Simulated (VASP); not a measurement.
Input of a VASP 6.6.1 run:

Contents of POSCAR:

```
KI
1.0
    0.0000000000      3.5327750000      3.5327750000
    3.5327750000      0.0000000000      3.5327750000
    3.5327750000      3.5327750000      0.0000000000
I K
1 1
Direct
    0.5000000000      0.5000000000      0.5000000000
    0.0000000000      0.0000000000      0.0000000000
```

INCAR.step1

```
SYSTEM = KI
  PREC = Accurate
  ENCUT = 520
  ISMEAR = -1
  SIGMA = 0.05
  LREAL = .False.
  LASPH = .True.
  NELM = 100
  NBANDS = 15
  GGA = PE
  ALGO = Normal
  EDIFF = 1E-4
  LWAVE = .True.
  LCHARG = .False.
```

Contents of INCAR.step2:

```
SYSTEM = KI
  PREC = Accurate
  ENCUT = 520
  EDIFF = 1E-7
  ISMEAR = -1
  SIGMA = 0.05
  LREAL = .False.
  LASPH = .True.
  NELM = 100
  ALGO = Normal
  ISIF = 2
  LWAVE = .False.
  LCHARG = .True.
  METAGGA = R2SCAN
  LMIXTAU = .True.
  LELF = .True.
  LVHAR = .True.
  NBANDS = 15
  ISTART = 1
```

The input KPOINTS:

```
regular mesh
0
Gamma
  7 7 7
  0 0 0
```

Potentials or basis: VASP PAW PBE potentials, release 64 (I, K_sv).

Run with:

```bash
$ cat potpaw_PBE.64/I/POTCAR potpaw_PBE.64/K_sv/POTCAR > POTCAR
$ cp INCAR.step1 INCAR
$ mpirun -np 1 vasp_std > vasp.out
$ cp INCAR.step2 INCAR
$ mpirun -np 1 vasp_std > vasp.out
```

Task: What does it give for the pressure?

Result: 0.1 GPa.

Task: Predict the band gap on the k mesh.

Result: 4.61 eV, direct.

Caveat: the PAW data sets were made with another functional, which shifts forces and pressure a little; spin-orbit coupling is left out, which moves the levels of the heavy elements.

**Experimental background.**

From a printed reference work, monograph, for a bulk crystal of KI: band gap 6.32 eV.

A measured gap of KI is 6.32 eV (a printed reference work, monograph); the calculated 4.61 eV misses it by -1.71 eV. Spin-orbit coupling on I is left out. The value is that of r2SCAN on a finite k mesh, which can miss the band edges, without temperature or zero-point motion.
